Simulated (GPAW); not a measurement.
# ZnS: energy against volume and a worked fit

The structure is cubic, space group F-43m (No. 216). The conventional cell has a = 5.404 Å, b = 5.404 Å, c = 5.404 Å, α = 90.00°, β = 90.00°, γ = 90.00°. Zn (site symmetry -43m) has 4 S at 2.34 Å as nearest neighbours. Around S (site symmetry -43m) lie 4 Zn at 2.34 Å.

The cell was scaled at fixed shape and fractions and run with GPAW, GPAW PAW data sets (gpaw-data 1.2.1), cutoff 600 eV; optPBE-vdW, k mesh 7 × 7 × 7 on the cell of 2 atoms, fermi-dirac occupations of 0.05 eV, no spin polarisation, no spin-orbit coupling. The potentials were made for PBE. Energies are those that the program minimises, any entropy of the smearing included.

```csv
V (Å³/atom),energy over the lowest row (meV/atom)
18.5432,62.18
18.9377,40.92
19.3322,24.68
19.7268,12.88
20.1213,?
20.5158,0.85
20.9104,0.00
```

Task: Fit the third-order Birch-Murnaghan form, give V0, B0 and B′, and predict the energy left open.

Result: With y = (V0/V)^(2/3), E = E0 + (9 V0 B0/16) [(y - 1)³ B′ + (y - 1)² (6 - 4y)]. Least squares through the rows shown give V0 = 20.8265 Å³/atom, E0 = -0.08 meV, B0 = 64.80 GPa (1 eV/Å³ = 160.218 GPa) and B′ = 4.35, with a largest miss of 0.04 meV. At V = 20.1213 the form with these constants gives 5.05 meV; the run gave 5.02 meV an atom. Measured volume: 19.78 Å³/atom at 300 K (a printed reference work), so the fit lies +5.3 % from it. The runs are for a static lattice.
